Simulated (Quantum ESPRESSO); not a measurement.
Crystal: HgTe (Coloradoite).

```
Hg Te
1.0
     0.00000    3.21450    3.21450
     3.21450    0.00000    3.21450
     3.21450    3.21450    0.00000
Hg Te
1 1
Direct
  0.00000 0.00000 0.00000
  0.75000 0.75000 0.75000
```

| Quantity | Value |
| --- | --- |
| Program | Quantum ESPRESSO 7.5 |
| Task | phonons |
| Functional | PBE |
| Potentials or basis | JTH 2.0 PBE |
| Cutoff | 707 eV |
| Density cutoff | 4245 eV |
| k mesh | 6 × 6 × 6 |
| Occupations | cold, width 0.2 eV |
| Spin | no spin polarisation |
| Mixing beta | 0.5 |
| Most SCF iterations | 120 |
| SCF threshold | 4e-10 Ry |

Question: What is the highest optical frequency at the zone centre?

Answer: 125 cm⁻¹, a mode of symmetry T2 (IR and Raman).

Optical modes at Γ, degenerate ones joined:
| cm⁻¹ | components | symmetry | active in |
| --- | --- | --- | --- |
| 125 | 3 | T2 | IR and Raman |

Caveat: the mesh is thin for the phonons of a metal; the cell is more than 3 GPa from zero pressure, which shifts response properties.
